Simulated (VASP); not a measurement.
## A VASP 6.6.1 single-point calculation on BaHfO3

INCAR

```
LCHARG = .FALSE.
EDIFF = 1E-7
ISMEAR = 2
NELM = 120
LREAL = .FALSE.
PREC = Accurate
GGA = PE
LWAVE = .FALSE.
LASPH = .TRUE.
NBANDS = 27
ENCUT = 520
ISIF = 2
SIGMA = 0.2
NSW = 0
IBRION = -1
```

KPOINTS

```
KPOINTS created by Atomic Simulation Environment
0
Gamma
6 6 6
0 0 0
```

POSCAR

```
Ba Hf O
 1.0000000000000000
     4.3441411216999999    0.0000000000000000    0.0000000000000000
     0.0000000000000000    4.3441411216999999    0.0000000000000000
     0.0000000000000000    0.0000000000000000    4.3441411216999999
 Ba  Hf  O
   1   1   3
Cartesian
  0.0000000000000000  0.0000000000000000  0.0000000000000000
  2.1720705608499999  2.1720705608499999  2.1720705608499999
  2.1720705608499999  2.1720705608499999  0.0000000000000000
  2.1720705608499999  0.0000000000000000  2.1720705608499999
  0.0000000000000000  2.1720705608499999  2.1720705608499999
```

The recommended PBE PAW datasets give the neutral cell 38 valence electrons.

Command

```
mpirun -np 1 vasp_std
```

OSZICAR

```
N       E                     dE             d eps       ncg     rms          rms(c)
DAV:   1     0.220655681443E+03    0.22066E+03   -0.20636E+04  1080   0.135E+03
DAV:   2    -0.370803427617E+02   -0.25774E+03   -0.25009E+03  1358   0.309E+02
DAV:   3    -0.503620601615E+02   -0.13282E+02   -0.13223E+02  1396   0.672E+01
DAV:   4    -0.505894304420E+02   -0.22737E+00   -0.22716E+00  1508   0.807E+00
DAV:   5    -0.505928758229E+02   -0.34454E-02   -0.34449E-02  1451   0.762E-01    0.455E+01
DAV:   6    -0.435429478159E+02    0.70499E+01   -0.37614E+01  1242   0.313E+01    0.426E+01
DAV:   7    -0.432876652093E+02    0.25528E+00   -0.21803E+00  1411   0.857E+00    0.304E+01
DAV:   8    -0.432667001840E+02    0.20965E-01   -0.73833E-01  1271   0.603E+00    0.914E+00
DAV:   9    -0.432230159160E+02    0.43684E-01   -0.14027E-01  1240   0.242E+00    0.208E+00
DAV:  10    -0.432235514989E+02   -0.53558E-03   -0.11447E-02  1416   0.626E-01    0.108E+00
DAV:  11    -0.432232919217E+02    0.25958E-03   -0.87261E-04  1342   0.173E-01    0.271E-01
DAV:  12    -0.432233421028E+02   -0.50181E-04   -0.11323E-04  1340   0.644E-02    0.839E-02
DAV:  13    -0.432233502726E+02   -0.81698E-05   -0.13013E-05  1425   0.217E-02    0.467E-03
DAV:  14    -0.432233505871E+02   -0.31451E-06   -0.13663E-06  1300   0.717E-03    0.661E-03
DAV:  15    -0.432233505151E+02    0.72060E-07   -0.27960E-07  1365   0.301E-03
   1 F= -.43223351E+02 E0= -.43223932E+02  d E =0.232681E-02
```

From OUTCAR

```
k-points           NKPTS =     20   k-points in BZ     NKDIM =     20   number of bands    NBANDS=     27

   NELECT =      38.0000    total number of electrons

   dimension x,y,z NGX =    32 NGY =   32 NGZ =   32
   dimension x,y,z NGXF=    64 NGYF=   64 NGZF=   64

  energy-cutoff  :      520.00
  volume of cell :       81.98
      direct lattice vectors                 reciprocal lattice vectors
     4.344141122  0.000000000  0.000000000     0.230195100  0.000000000  0.000000000
     0.000000000  4.344141122  0.000000000     0.000000000  0.230195100  0.000000000
     0.000000000  0.000000000  4.344141122     0.000000000  0.000000000  0.230195100

 k-points in reciprocal lattice and weights: KPOINTS created by Atomic Simulation Env
   0.00000000  0.00000000  0.00000000       0.005
   0.16666667  0.00000000  0.00000000       0.028
   0.33333333  0.00000000  0.00000000       0.028
   0.50000000  0.00000000  0.00000000       0.014
   0.16666667  0.16666667  0.00000000       0.056
   0.33333333  0.16666667  0.00000000       0.111
   0.50000000  0.16666667  0.00000000       0.056
   0.33333333  0.33333333  0.00000000       0.056
   ...

 E-fermi :   1.8568

 k-point     1 :       0.0000    0.0000    0.0000
  band No.  band energies     occupation
      1     -27.6691      2.00000
      2     -27.6691      2.00000
      3     -27.6691      2.00000
      4     -23.8475      2.00000
      5     -14.5889      2.00000
      6     -14.0763      2.00000
      7     -14.0763      2.00000
      8      -8.9624      2.00000
      9      -8.9624      2.00000
     10      -8.9624      2.00000
     11       0.0007      2.00000
     12       0.0007      2.00000
     13       0.0007      2.00000
     14       0.9700      2.00000
     15       0.9700      2.00000
     16       0.9700      2.00000
     17       1.4778      1.99130
     18       1.4778      1.99130
     19       1.4778      1.99130
     20       5.1141      0.00000
     21       5.1141      0.00000
     22       5.1141      0.00000
     23       6.3236      0.00000
     24       6.3236      0.00000
     25       6.5621      0.00000
     26       9.0141      0.00000
     27       9.0141      0.00000

 k-point     2 :       0.1667    0.0000    0.0000
  band No.  band energies     occupation
      1     -27.6864      2.00000
      2     -27.6685      2.00000
      3     -27.6685      2.00000
      4     -23.8387      2.00000
      5     -14.5618      2.00000
      6     -14.0721      2.00000
      7     -14.0037      2.00000
      8      -8.9493      2.00000
      9      -8.9493      2.00000
     10      -8.9327      2.00000
     11      -0.4220      2.00000
     12      -0.0349      2.00000
     13      -0.0349      2.00000
     14       0.7539      2.00000
     15       0.7539      2.00000
     16       0.8076      2.00000
     17       0.9377      2.00000
     18       1.3790      1.99433
     19       1.3790      1.99433
     20       5.2083      0.00000
     21       5.6443      0.00000
     22       5.6443      0.00000
     23       6.6899      0.00000
     24       6.7060      0.00000
     25       7.1252      0.00000
     26       9.0102      0.00000
     27       9.5328      0.00000

 ...

  Total       -6.5245111     -6.5245111     -6.5245111      0.0000000      0.0000000     -0.0000000
  in kB     -127.5107451   -127.5107451   -127.5107451      0.0000000      0.0000000     -0.0000000
  external PRESSURE =    -127.5107451 kB  Pullay stress =       0.0000000 kB

 POSITION                                       TOTAL-FORCE (eV/Angst)
 -----------------------------------------------------------------------------------
      0.00000      0.00000      0.00000         0.000000      0.000000      0.000000
      2.17207      2.17207      2.17207         0.000000      0.000000      0.000000
      2.17207      2.17207      0.00000         0.000000      0.000000      0.000000
      2.17207      0.00000      2.17207         0.000000      0.000000      0.000000
      0.00000      2.17207      2.17207         0.000000      0.000000      0.000000
 -----------------------------------------------------------------------------------
    total drift:                                0.000000     -0.000000     -0.000000

  FREE ENERGIE OF THE ION-ELECTRON SYSTEM (eV)
  ---------------------------------------------------
  free  energy   TOTEN  =       -43.2233505151 eV

  energy  without entropy=      -43.2256773267  energy(sigma->0) =      -43.22393222
```

It converged. Results: gap between bands v and c on the k mesh 3.32 eV; least direct gap on the k mesh 3.64 eV; pressure -12.8 GPa. Band v is the last that the valence electrons fill when counted band by band, and c is the next.

For comparison, a separate PBE run of the intended cell, on usual settings and not on those above, gives a gap of 3.32 eV on its mesh and a pressure of -12.7 GPa.

The run above took about 24 s on one core of a shared host (Intel Xeon Platinum 8488C) and held 0.2 GiB at most.
